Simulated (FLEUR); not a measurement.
## Fe: equation of state with r2SCAN

**Experimental background.**

“Pressure Induced Densification and Compression in a Reprocessed Borosilicate Glass”, 2018, pmc:5793612 quotes, for a bulk crystal of Fe: bulk modulus 166.4 GPa.

Crystal: Fe.

```xyz
1
Lattice="-1.4430 1.4430 1.4430 1.4430 -1.4430 1.4430 1.4430 1.4430 -1.4430" Properties=species:S:1:pos:R:3 pbc="T T T"
Fe    0.0000    0.0000    0.0000
```

```
Program                  : FLEUR MaX-R8.1 (later development tree)
Task                     : equation of state
Functional               : r2SCAN
Potentials or basis      : all-electron
Basis                    : FLAPW
Kmax                     : 4.58 1/bohr
k mesh                   : 13 × 13 × 13
Occupations              : fermi-dirac, width 0.05 eV
Spin                     : collinear spin, program default start
Gmax                     : 14.2 1/bohr
Muffin-tin radii         : Fe 2.14 bohr
lmax                     : Fe 9
lnonsphr                 : Fe 9
Local orbitals a species : Fe 5
```

The equilibrium volume is 11.77 Å³/atom and the bulk modulus is 202 GPa.

Energy against volume, from the lowest point:
```
volume (Å³/atom)  energy (meV/atom)
          11.298              10.09
          11.538               0.00
          12.019               0.05
          12.499              21.88
          12.740              39.45
```

Measured bulk modulus of Fe: 166.4 GPa (quoted in “Pressure Induced Densification and Compression in a Reprocessed Borosilicate Glass”, 2018, pmc:5793612). This calculation gives 202 GPa (+21.3 %). The fit is for a static lattice scaled at fixed shape and fixed fractional positions.

Caveat: the meta-GGA is that of a development version, with a GGA for the radial functions and cores and without core tails.
